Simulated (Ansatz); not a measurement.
# PbO2 (Fm-3m) in Ansatz: a series of runs

One crystal, PbO2, is run at these levels: PBE; tasks: single point, relaxation of cell and atoms.

Program: Ansatz 0.2.0. These are calculated values, not measurements. Logs are shortened: lines on timing, memory, paths and dates and some standing lists are left out, and cuts for length are marked.

## (1) Starting point

The structure is cubic, space group Fm-3m (No. 225). Conventional cell: a = 5.404 Å, b = 5.404 Å, c = 5.404 Å, α = 90.00°, β = 90.00°, γ = 90.00°. Pb (site symmetry m-3m) has 8 O at 2.34 Å as nearest neighbours. Around O (site symmetry -43m) lie 4 Pb at 2.34 Å.

The cell comes from a database or a generator and needn't be the stable form of this composition.

## (2) Single point, PBE

Input file input.yaml:

```yaml
crystal:
  lattice:
    - [0.0, 2.701992, 2.701992]
    - [2.701992, 0.0, 2.701992]
    - [2.701992, 2.701992, 0.0]
  atoms:
    - { symbol: Pb, position: [0.0, 0.0, 0.0] }
    - { symbol: O, position: [0.75, 0.75, 0.75] }
    - { symbol: O, position: [0.25, 0.25, 0.25] }
hamiltonian:
  xc: pbe
  pseudopotentials: { kind: paw }
kpoints:
  mp_grid: { grid: [9, 9, 9] }
scf:
  occupations: { method: gaussian, width: 0.011 }
output:
  forces: true
  stress: true
  eigenvalues: true
  write_density: true
  write_potential: true
  elf: true
  volumetric_format: npy
```

Potentials or basis: Ansatz PAW.

Launch:

```
ansatz run input.yaml --threads 2 --pin off --max-ram 5632MiB --backend cpu --events-out ev --progress --plain --runs-dir out
```

Log:

```text
Warning: RAYON_NUM_THREADS=2 ignored (pool sized by the plan → 2); use --threads N
Engine: ansatz 0.2.0, aarch64-unknown-linux-gnu
Pseudopotentials: kind: paw
Pseudopotential: Pb, paw, valence charge 14, recommended cutoff 420 eV (normal), Pb.paw.azcp
Pseudopotential: O, paw, valence charge 6, recommended cutoff 420 eV (normal), O.paw.azcp
Functional definition: PBE
  parameter kappa = 0.804
  parameter beta = 0.06672455060314922
  exchange = pbe_x(kappa = kappa, mu = beta*pi^2/3)
  correlation = pbe_c(beta = beta)
Crystal: 3 atoms, lattice volume = 39.453 Å³
Basis set: ecut = 420 eV, 749 PW (Γ), exchange–correlation on 54×54×54 points (8 copies of the dense FFT grid, shifted against one another)
Bands: 17, of which v1, the nominal top of the filled ones, is band 13 counted from 1 (12 counted from 0)
Symmetry: 48 space group operations
Space group: Fm-3m (ITA 225), of the structure as read, at distance tolerance 3.4e-5 Å
k-points: 35 of 729
Non-local potential: Pb, projectors of the file, l = 0: 2, l = 1: 2, l = 2: 2, l = 3: 2
Non-local potential: O, projectors of the file, l = 0: 2, l = 1: 2, l = 2: 1
PAW form: soft (Blöchl's): semilocal exchange-correlation on the pseudo side does not see the compensation charge
PAW one-centre angular grid: Pb, 590 points (default); XC on 64 Gauss nodes
PAW one-centre angular grid: O, 110 points (default); XC on 64 Gauss nodes
Initial density: superposition of atomic densities (neutral atoms: chi_scale 0, normalization atom), corrected by the library's trained network
Initial wavefunctions: pseudopotential atomic-orbital guess
Functional: x = pbe(κ = 0.804, μ = 0.2195149727645171), c = pbe(β = 0.06672455060314922)
SCF iter   1: F=—  HF=-13038.400745 eV  |F-HF|=—  |Δ(HF+E_count)|=         —  Δρ=2.34e-3  dr2=2.04e-3  ethr=1.77e-3  ⟨swp⟩=6.6  Hψ=3127  notcnv=0
preconditioner: auto → LDOS  [insulator: Δε(μ)=0.038 eV  Ē_g=16.653 eV  σ=0.011 eV  W_gap=0.62  n_scr=14 (ndim 8)  ℏωp=30.1 eV  f_vac=0.058  D(μ)=3.21/eV (n_scr^D=26)  ε∞_Penn≈4.3  β→1.0]
SCF iter   2: F=—  HF=-13038.398805 eV  |F-HF|=—  |Δ(HF+E_count)|=   1.94e-3  Δρ=1.33e-3  dr2=4.56e-4  ethr=7.85e-6  ⟨swp⟩=3.0  Hψ=1612  notcnv=0
SCF iter   3: F=—  HF=-13038.398629 eV  |F-HF|=—  |Δ(HF+E_count)|=   1.76e-4  Δρ=9.62e-5  dr2=2.30e-6  ethr=1.75e-6  ⟨swp⟩=2.0  Hψ=1174  notcnv=0
SCF iter   4: F=—  HF=-13038.398650 eV  |F-HF|=—  |Δ(HF+E_count)|=   2.12e-5  Δρ=1.40e-5  dr2=8.74e-8  ethr=8.85e-9  ⟨swp⟩=2.0  Hψ=1053  notcnv=0
iter 5 did not close the SCF: its close was put off for the readings that it lacked (scf_convergence_deferred on its scf_iter line)
SCF iter   5: F=-13038.398650 eV  HF=-13038.398650 eV  |F-HF|=1.70e-9  |Δ(HF+E_count)|=   1.66e-8  Δρ=3.21e-6  dr2=1.67e-9  ethr=3.36e-10  ⟨swp⟩=2.0  Hψ=972  notcnv=0
SCF iter   6: F=-13038.398650 eV  HF=-13038.398650 eV  |F-HF|=1.31e-10  |Δ(HF+E_count)|=   1.99e-9  Δρ=7.26e-7  dr2=2.00e-10  ethr=6.41e-12  ⟨swp⟩=6.6  Hψ=3835  notcnv=0
SCF 1 converged in 6 iterations: F = -13038.398650 eV  dr2 = 2.00e-10
SCF converged after 6 iterations
Free energy (F): -13038.398650 eV
Harris-Foulkes:  -13038.398650 eV  (|F-HF|=1.31e-10)
Internal energy: -13038.398456 eV  (E = F + TS)
E sigma→0 (E₀):  -13038.398553 eV
Entropy (-TS):   -0.000194 eV (-0.065 meV/atom)
Fermi energy:    9.576483 eV
--- Per-component energies (eV) ---
  E_band       = -5.551093
  E_kinetic    = 638.647444
  E_local      = -1506.801678  (includes V_loc(G=0)·N_el)
  E_nonlocal   = 451.342772
  E_hartree    = 574.506299
  E_xc         = -363.429352
  E_vxc        = -315.197329  (∫ρ·V_xc dr)
  E_paw        = -10732.064599  (= ΣΔE_a)
  E_vpaw       = -422.559782  (= ΣTr[D̂ρ^β])
  E_aug_tail   = 0.004844  (compensation charges beyond the density's cutoff)
  E_ewald      = -2100.604185
  E_smearing   = -0.000194  (= −TS)
  E_closure    = -0.000000  (closes the sum)
  Σ components = -13038.398650   (vs F -13038.398650, Δ=0.00e0)
--- Forces (eV/Å), atoms counted from 1 ---
  atom   1  Pb    -0.00000000    -0.00000000    -0.00000000
  atom   2  O     -0.00000000     0.00000000     0.00000000
  atom   3  O      0.00000000     0.00000000     0.00000000
  max |Σ_I F_I| component: 2.31e-17 eV/Å
--- Stress (GPa, compression-positive) ---
        0.388138       0.000000      -0.000000
        0.000000       0.388138       0.000000
        0.000000      -0.000000       0.388138
  P = ⅓ Tr σ = 0.3881 GPa (3.881 kbar)
--- Band table (eV; the first three rows and the last of 35) ---
  k-point 0: bands = ["-8.8648", "-6.0597", "-6.0409", "-6.0409", "-6.0409", "-5.8084", "-5.8084", "6.9228", "7.6708", "7.6708", "7.6708", "8.4338", "8.4338", "8.4338", "16.6419", "16.6419", "16.6419"]
  k-point 1: bands = ["-8.7662", "-6.6488", "-6.0263", "-6.0263", "-5.8094", "-5.8094", "-5.4398", "5.9858", "7.4528", "7.5658", "7.5658", "8.4142", "8.4142", "9.4275", "16.3896", "16.8949", "16.8949"]
  k-point 2: bands = ["-8.5170", "-7.1148", "-5.9953", "-5.9953", "-5.8050", "-5.8050", "-4.9487", "4.6871", "7.0798", "7.3195", "7.3195", "8.3559", "8.3559", "10.6892", "16.2084", "17.5677", "17.5677"]
  k-point 34: bands = ["-7.8758", "-7.8115", "-5.8811", "-5.7989", "-5.7884", "-5.0784", "-4.7382", "1.6815", "4.9638", "6.7473", "7.3916", "9.2115", "9.5790", "11.8708", "17.6050", "18.5468", "19.1288"]
```

Wall time 1.1 s (2 threads of Arm Neoverse V2, shared host); peak memory 0.3 GiB.

What came out:

| Property | Result |
| --- | --- |
| Free energy | -13038.3987 eV |
| Pressure | 0.4 GPa |
| Band gap on the k mesh | none (metal or under the smearing width) |

Caveat: the pressure holds a Pulay correction of +0.6 GPa for the finite cutoff.

## (3) Relaxation of cell and atoms, PBE

input.yaml: that of step 2 with these lines changed.

```diff
@@ -15,3 +15,3 @@
 scf:
-  occupations: { method: gaussian, width: 0.011 }
+  occupations: { method: fermi_dirac, width: 0.05 }
 output:
@@ -20,5 +20,5 @@
   eigenvalues: true
-  write_density: true
-  write_potential: true
-  elf: true
-  volumetric_format: npy
+relax:
+  f_tol: 0.01
+  max_steps: 40
+  cell: { stress_tol: 0.05 }
```

Potentials or basis: Ansatz PAW.

Launch:

```
ansatz run input.yaml --threads 2 --pin off --max-ram 5632MiB --backend cpu --events-out ev --progress --plain --runs-dir out
```

Run time: 3.5 s. Hardware: 2 threads of Arm Neoverse V2, shared host; peak memory 0.31 GiB.

It converged, with:

| Quantity | Value |
| --- | --- |
| Free energy | -13038.4029 eV |
| Relaxed volume | 13.19 Å³/atom |
| Relaxed cell | a = 3.825 Å, b = 3.825 Å, c = 3.825 Å, α = 60.00°, β = 60.00°, γ = 60.00° |
| Space group after relaxing (to 0.05 Å) | Fm-3m (No. 225) |
| Energy gained by relaxing | 0.1 meV/atom |
| Ionic steps | 4 |
| Pressure after relaxing | 0.0 GPa |
| Band gap on the k mesh | none (metal or under the smearing width) |

Step by step:
```
step  energy change (eV)  largest force (eV/Å)  volume (Å³)
   1              0.0000                0.0000        39.45
   2              0.0004                0.0000        39.59
   3              0.0003                0.0000        39.57
   4             -0.0002                0.0000        39.57
```

Final structure:
```
Pb O
1.0
     0.00000    2.70455    2.70455
     2.70455    0.00000    2.70455
     2.70455    2.70455    0.00000
Pb O
1 2
Direct
  0.00000 0.00000 0.00000
  0.75000 0.75000 0.75000
  0.25000 0.25000 0.25000
```

Levels at points of the mesh, in eV from the Fermi level:
| k point | band 11 | band 12 | band 13 | band 14 | band 15 | band 16 |
| --- | --- | --- | --- | --- | --- | --- |
| (0.00, 0.00, 0.00) | -1.95 | -1.19 | -1.19 | -1.19 | 7.01 | 7.01 |

Caveat: the plane-wave basis is chosen anew once the cell has moved, so the energies of steps on either side of that aren't comparable; the pressure holds a Pulay correction of +0.6 GPa for the finite cutoff.
